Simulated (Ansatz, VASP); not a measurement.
## Two plane-wave programs on W

```
W
1.0
     0.00000    2.01906    2.01906
     2.01906    0.00000    2.01906
     2.01906    2.01906    0.00000
W
1
Direct
  0.00000 0.00000 0.00000
```

The cell was built by a generator and needn't be a form met in nature.

Alike in both runs: task single point; functional r2SCAN; k mesh 18 × 18 × 18; occupations gaussian, width 0.05 eV; no spin polarisation.

|  | VASP | Ansatz |
| --- | --- | --- |
| version | VASP 6.6.1 | Ansatz 0.2.0 |
| potentials or method | VASP PAW PBE potentials, release 64 (W_sv) | scalar-relativistic, plane waves, PAW |
| plane-wave cutoff (eV) | 520 | 500 |
| valence electrons in the cell | 14 | 14 |

Ansatz gave:

```
pressure (GPa) : -4.6
```

Problem. Estimate VASP's values.

Solution. Pressure (GPa): -3.6.

With one functional, cell and mesh, what is left measures potentials, basis and numerics.

Caveats: the PAW data sets were made with another functional, which shifts forces and pressure a little (VASP). Spin-orbit coupling is left out, which matters for the levels of W.
